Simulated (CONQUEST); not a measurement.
Crystal: SnO.

```xyz
4
Lattice="3.8137 0.0000 0.0000 0.0000 3.8137 0.0000 0.0000 0.0000 4.8869" Properties=species:S:1:pos:R:3 pbc="T T T"
Sn    0.0000    1.9068    1.1503
Sn    1.9068    0.0000    3.7367
O     0.0000    0.0000    0.0000
O     1.9068    1.9068    0.0000
```

The cell is a database's computed one.

| Property | Result |
| --- | --- |
| Program | CONQUEST 1.3 |
| Task | single point |
| Functional | PBEsol |
| Potentials or basis | PseudoDojo NC PBEsol, DZP, grid cutoff 150 Ha |
| k mesh | 7 × 7 × 6 |
| Occupations | fermi-dirac, width 0.05 eV |
| Spin | no spin polarisation |

On this cell: pressure 2.5 GPa; largest force 0.520 eV/Å; band gap on the k mesh 0.37 eV, indirect (least direct gap 1.90 eV).

The same run follows on a disturbed copy (atoms moved at random, drawn with an rms of 0.05 Å):

```
Sn O
1.0
     3.81370    0.00000    0.00000
     0.00000    3.81370    0.00000
     0.00000    0.00000    4.88691
Sn O
2 2
Cartesian
  3.7972 1.9419 1.1251
  1.9097 0.0122 3.7878
  0.0131 0.0261 0.0093
  1.8902 1.8823 0.0079
```

Q: What changes?

A: The energy moves by +20.9 meV/atom; pressure 5.3 GPa; largest force 1.366 eV/Å; band gap on the k mesh 0.58 eV, indirect (least direct gap 1.79 eV).

Forces in eV/Å, atoms in the order of the input:
```
Sn   0.049 -0.118  1.263
Sn   0.019 -0.141 -1.358
O   -0.161 -0.180  0.027
O    0.094  0.434  0.059
```

Stress tensor (GPa, compression positive):
```
 5.35  0.18 -0.05
 0.18  5.44  0.24
-0.05  0.24  5.07
```

Caveats: spin-orbit coupling is left out, which moves the levels of the heavy elements; an odd mesh through Γ misses points on the zone boundary, where band edges often lie; the basis of atomic orbitals isn't converged, which shifts pressures, moduli and gaps.
